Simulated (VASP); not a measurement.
# Sb in VASP: further runs

The runs below take Sb through single point, with PBE, HSE06+D3(BJ).

Everything below comes from runs of VASP 6.6.1. Logs are shortened: lines on timing, memory, paths and dates and some standing lists are left out, and cuts for length are marked.

### Step 1. Starting point

The cell holds a slab with vacuum, 1 atom: a = 3.160 Å, b = 3.160 Å, c = 18.000 Å, α = 90.00°, β = 90.00°, γ = 90.00°.

The slab is cut from a database's or a generator's crystal, which needn't be the stable form of the element.

### Step 2. Single point, PBE

INCAR reads:

```
SYSTEM = Sb
  PREC = Accurate
  ENCUT = 400
  EDIFF = 1E-7
  ISMEAR = 1
  SIGMA = 0.1
  LREAL = .False.
  LASPH = .True.
  NELM = 120
  ALGO = Normal
  ISIF = 2
  LWAVE = .False.
  LCHARG = .False.
  LDIPOL = .True.
  IDIPOL = 3
  DIPOL = 0.5 0.5 0.500
  GGA = PE
  NBANDS = 12
  LVHAR = .True.
  LVACPOTAV = .True.
```

KPOINTS reads:

```
regular mesh
0
Gamma
  16 16 1
  0 0 0
```

POSCAR reads:

```
Sb
1.0
    3.1600000000      0.0000000000      0.0000000000
    0.0000000000      3.1600000000      0.0000000000
    0.0000000000      0.0000000000     18.0000000000
Sb
1
Direct
    0.0000000000      0.0000000000      0.5000000000
```

Potentials or basis: VASP PAW PBE potentials, release 64 (Sb).

The run is started by

```sh
> cat potpaw_PBE.64/Sb/POTCAR > POTCAR
> mpirun -np 1 vasp_std > vasp.out
```

OUTCAR:

```text
SYSTEM = Sb
   PREC = Accurate
   ENCUT = 400
   EDIFF = 1E-7
   ISMEAR = 1
   LREAL = .False.
   LASPH = .True.
   NELM = 120
   ISIF = 2
   GGA = PE

 Found     45 irreducible k-points:

 Following reciprocal coordinates:
            Coordinates               Weight
  0.000000  0.000000  0.000000      1.000000
  0.062500  0.000000  0.000000      4.000000
  0.125000  0.000000  0.000000      4.000000
  0.187500  0.000000  0.000000      4.000000
  0.250000  0.000000  0.000000      4.000000
  0.312500  0.000000  0.000000      4.000000
   k-points           NKPTS =     45   k-points in BZ     NKDIM =     45   number of bands    NBANDS=     12
   number of dos      NEDOS =    301   number of ions     NIONS =      1
   total plane-waves  NPLWV =  69120
   dimension x,y,z NGX =    24 NGY =   24 NGZ =  120
   dimension x,y,z NGXF=    48 NGYF=   48 NGZF=  240
   ions per type =               1
   NGX,Y,Z   is equivalent  to a cutoff of  12.63, 12.63, 11.08 a.u.
   NGXF,Y,Z  is equivalent  to a cutoff of  25.25, 25.25, 22.17 a.u.
 SYSTEM =  Sb
   PREC   = accura    normal or accurate (medium, high low for compatibility)
   ISTART =      0    job   : 0-new  1-cont  2-samecut
   ICHARG =      2    charge: 1-file 2-atom 10-const
   ISPIN  =      1    spin polarized calculation?
   LNONCOLLINEAR =      F non collinear calculations
   LSORBIT =      F    spin-orbit coupling
   LASPH  =      T    aspherical Exc in radial PAW
   ENCUT  =  400.0 eV  29.40 Ry    5.42 a.u.   5.15  5.15 29.35*2*pi/ulx,y,z
   NELM   =    120;   NELMIN=  2; NELMDL= -5     # of ELM steps
   EDIFF  = 0.1E-06   stopping-criterion for ELM
   LREAL  =      F    real-space projection
   EDIFFG = 0.1E-05   stopping-criterion for IOM
   NSW    =      0    number of steps for IOM
   IBRION =     -1    ionic relax: 0-MD 1-quasi-New 2-CG
   NFREE  =      0    steps in history (QN), initial steepest desc. (CG)
   ISIF   =      2    stress and relaxation
   ISYM   =      2    0-nonsym 1-usesym 2-fastsym
   POTIM  = 0.5000    time-step for ionic-motion
   TEBEG  =    0.0;   TEEND  =   0.0 temperature during run
   PSTRESS=    0.0 pullay stress
   NELECT =       5.0000    total number of electrons
   NUPDOWN=      -1.0000    fix difference up-down
   EMIN   =  10.00;   EMAX   =-10.00  energy-range for DOS
   EFERMI =   0.00;   METHOD = LEGACY
   ISMEAR =     1;   SIGMA  =   0.10  broadening in eV -4-tet -1-fermi 0-gaus
   EFERMI_NEDOS =   21; number of points for ismear=-14 and -15
   IALGO  =     38    algorithm
   IMIX   =      4    mixing-type and parameters
     AMIX     =   0.40;   BMIX     =  1.00
     AMIX_MAG =   1.60;   BMIX_MAG =  1.00
  volume/ion in A,a.u.               =     179.74      1212.95
  Fermi-wavevector in a.u.,A,eV,Ry     =   0.496039  0.937378  3.347779  0.246055
  Thomas-Fermi vector in A             =   1.501799
   LORBIT       =      0    0 simple, 1 ext, 2 COOP (PROOUT), +10 PAW based schemes
   GGA     = PE    functional components
   LHFCALC =     F    Hartree Fock is set to
   AEXX    =    0.0000 exact exchange contribution
   IVDW    =     0    specifies the selected vdW correction
   LEPSILON=     F    determine dielectric tensor
   LRPA    =     F    only Hartree local field effects (RPA)
 non-spin polarized calculation
 Methfessel and Paxton  Order N= 1 SIGMA  =   0.10
  energy-cutoff  :      400.00
  volume of cell :      179.74
 maximum number of plane-waves:      3296
 NGX is ok and might be reduce to    24
   NGX = 11   NGY = 11   NGZ = 59

 number of electron       5.0000001 magnetization

 dipolmoment           0.000000      0.000000     -0.000000 electrons x Angstroem

 Free energy of the ion-electron system (eV)
  ---------------------------------------------------
  ext. energy  EPLUGINS =         0.00000000
  ---------------------------------------------------
  free energy    TOTEN  =        -3.44129261 eV

  energy without entropy =       -3.44027579  energy(sigma->0) =       -3.44095367

 E-fermi :  -2.9429     XC(G=0):  -2.4155

 val. band max:       -2.9668477917   @ k =   0.4375   0.0625   0.0000
 cond. band min:      -2.8983205609   @ k =   0.3750   0.1875   0.0000
 fundamental gap:      0.0685272307
 Fermi energy:        -2.9429360435

 k-point     1 :       0.0000    0.0000    0.0000
  band No.  band energies     occupation
      1     -13.4404      2.00000
      2      -5.0076      2.00000
      3       0.7333      0.00000
      4       1.4719      0.00000
      5       1.4719      0.00000
      6       1.7780      0.00000
      7       2.1838      0.00000
      8       3.6429      0.00000
      9       3.8829      0.00000
     10       5.2515      0.00000
     11       6.4229      0.00000
     12       6.5153      0.00000

 k-point     2 :       0.0625    0.0000    0.0000
  band No.  band energies     occupation
      1     -13.3865      2.00000
      2      -4.9538      2.00000
      3       0.7624      0.00000
      4       0.8354      0.00000
      5       1.5243      0.00000
      6       1.8350      0.00000
      7       2.2424      0.00000
      8       3.6985      0.00000
      9       3.9406      0.00000
     10       5.5822      0.00000
     11       6.5597      0.00000
     12       6.7182      0.00000
[... 31 lines left out ...]
 k-point     5 :       0.2500    0.0000    0.0000
  band No.  band energies     occupation
      1     -12.6066      2.00000
      2      -4.1902      2.00000
      3      -3.4091      2.00000
      4       1.6559      0.00000
      5       2.2412      0.00000
      6       2.6449      0.00000
      7       3.1202      0.00000
      8       4.3206      0.00000
      9       4.8034      0.00000
     10       5.2738      0.00000
     11       6.5124      0.00000
     12       7.5895      0.00000

 k-point     6 :       0.3125    0.0000    0.0000
  band No.  band energies     occupation
      1     -12.1769      2.00000
      2      -4.6886      2.00000
      3      -3.7839      2.00000
      4       2.1728      0.00000
      5       2.5988      0.00000
      6       2.9354      0.00000
      7       3.6466      0.00000
      8       3.9289      0.00000
      9       5.3003      0.00000
     10       5.3179      0.00000
     11       6.8409      0.00000
     12       7.8805      0.00000

 [... further k-points ...]

------------------------ aborting loop because EDIFF is reached ----------------------------------------

 vacuum level on the upper side and lower side of the slab       (xc-potential included)        -0.108        -0.108

  FORCE on cell =-STRESS in cart. coord.  units (eV):
  Direction    XX          YY          ZZ          XY          YZ          ZX
  --------------------------------------------------------------------------------------
  -------------------------------------------------------------------------------------
  Total       -1.9031216     -1.9031216     -0.0020563      0.0000000     -0.0000000      0.0000000
  in kB      -16.9640854    -16.9640854     -0.0183296      0.0000000     -0.0000000      0.0000000
  external PRESSURE =     -11.3155001 kB  Pullay stress =       0.0000000 kB

 VOLUME and BASIS-vectors are now :
 -----------------------------------------------------------------------------
  energy-cutoff  :      400.00
  volume of cell :      179.74
      direct lattice vectors                 reciprocal lattice vectors
     3.160000000  0.000000000  0.000000000     0.316455696  0.000000000  0.000000000
     0.000000000  3.160000000  0.000000000     0.000000000  0.316455696  0.000000000
     0.000000000  0.000000000 18.000000000     0.000000000  0.000000000  0.055555556

 POSITION                                       TOTAL-FORCE (eV/Angst)
 -----------------------------------------------------------------------------------
      0.00000      0.00000      9.00000         0.000000      0.000000      0.000000
 -----------------------------------------------------------------------------------
    total drift:                               -0.000000      0.000000     -0.000000

  FREE ENERGIE OF THE ION-ELECTRON SYSTEM (eV)
  ---------------------------------------------------
  free  energy   TOTEN  =        -3.4412926067 eV

  energy  without entropy=       -3.4402757944  energy(sigma->0) =       -3.44095367

 vacuum level on the upper side and lower side of the slab         1.957         1.957
```

OSZICAR:

```text
N       E                     dE             d eps       ncg     rms          rms(c)
DAV:   1     0.179367188415E+02    0.17937E+02   -0.11365E+03  1080   0.189E+02
DAV:   2    -0.234204827472E+01   -0.20279E+02   -0.18523E+02  1528   0.444E+01
DAV:   3    -0.342855706783E+01   -0.10865E+01   -0.10635E+01  1380   0.119E+01
[... 12 lines left out ...]
DAV:  16    -0.344129004356E+01   -0.32872E-05   -0.12385E-07  1208   0.566E-04    0.523E-04
DAV:  17    -0.344129220328E+01   -0.21597E-05   -0.11014E-07  1132   0.545E-04    0.159E-04
DAV:  18    -0.344129247614E+01   -0.27285E-06   -0.52786E-09  1256   0.127E-04    0.269E-05
DAV:  19    -0.344129259636E+01   -0.12022E-06   -0.37458E-09  1132   0.978E-05    0.514E-06
DAV:  20    -0.344129260669E+01   -0.10332E-07   -0.90309E-11  1180   0.174E-05
   1 F= -.34412926E+01 E0= -.34409537E+01  d E =-.101681E-02
```

stdout:

```text
POSCAR found type information on POSCAR Sb
 POSCAR found :  1 types and       1 ions
 scaLAPACK will be used
 LDA part: xc-table for (Slater+PW92), standard interpolation
 POSCAR, INCAR and KPOINTS ok, starting setup
 FFT: planning ... GRIDC
 FFT: planning ... GRID_SOFT
 FFT: planning ... GRID
 WAVECAR not read
 entering main loop
```

Wall time 36 s (1 thread of Intel Xeon Platinum 8559C (Emerald Rapids), shared host); peak memory 0.25 GiB.

The run converged, but some of its settings lie outside the range that counts as converged, so its numbers aren't taken as properties of the slab.

What came out:

* Free energy: -3.4413 eV
* Band gap on the k mesh: none (metal or under the smearing width)
* Work function of the upper face: 4.90 eV
* Work function of the lower face: 4.90 eV

[end of part 1 of 2]
